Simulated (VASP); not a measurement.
# HfO2: single point with PBE

Crystal: HfO2.

```
Hf O
1.0
     5.11800    0.00000    0.00000
     0.00000    5.18570    0.00000
    -0.85866    0.00000    5.21387
Hf O
4 8
Direct
  0.27550 0.46030 0.70800
  0.72450 0.96030 0.79200
  0.72450 0.53970 0.29200
  0.27550 0.03970 0.20800
  0.07420 0.16840 0.84670
  0.92580 0.66840 0.65330
  0.92580 0.83160 0.15330
  0.07420 0.33160 0.34670
  0.44870 0.74190 0.98010
  0.55130 0.24190 0.51990
  0.55130 0.25810 0.01990
  0.44870 0.75810 0.48010
```

```yaml
Program: VASP 6.6.1
Task: single point
Functional: PBE
Potentials_or_basis: VASP PAW PBE potentials, release 64 (Hf_pv, O_s)
Cutoff: 900 eV
k_mesh: 7 × 7 × 7
Occupations: gaussian, width 0.05 eV
Spin: no spin polarisation
```

- Pressure: 2.9 GPa
- Largest force: 0.457 eV/Å
- Band gap on the k mesh: 4.14 eV, indirect (least direct gap 4.19 eV)

Forces on the atoms (eV/Å):
```
Hf   0.147 -0.003  0.038
Hf  -0.147 -0.003 -0.038
Hf  -0.147  0.003 -0.038
Hf   0.147  0.003  0.038
O   -0.404 -0.177 -0.121
O    0.404 -0.177  0.121
O    0.404  0.177  0.121
O   -0.404  0.177 -0.121
O   -0.115  0.031 -0.073
O    0.115  0.031  0.073
O    0.115 -0.031  0.073
O   -0.115 -0.031 -0.073
```

Stress tensor (GPa, compression positive):
```
2.90 0.00 0.30
0.00 2.16 0.00
0.30 0.00 3.59
```

Levels at points of the mesh, in eV from the valence-band top:
| k point | band 41 | band 42 | band 43 | band 44 | band 45 | band 46 | band 47 | band 48 |
| --- | --- | --- | --- | --- | --- | --- | --- | --- |
| (0.00, 0.00, 0.00) | -0.55 | -0.53 | -0.18 | 0.00 | 4.54 | 5.10 | 5.28 | 5.50 |

It took 25 min on 1 thread of Intel(R) Xeon(R) Platinum 8488C (Sapphire Rapids), on a shared host, peak memory 1.2 GiB.

The gap isn't set beside the measured one, since this odd mesh misses points on the zone boundary.

Caveat: spin-orbit coupling is left out, which moves the levels of the heavy elements; an odd mesh through Γ misses points on the zone boundary, where band edges often lie.
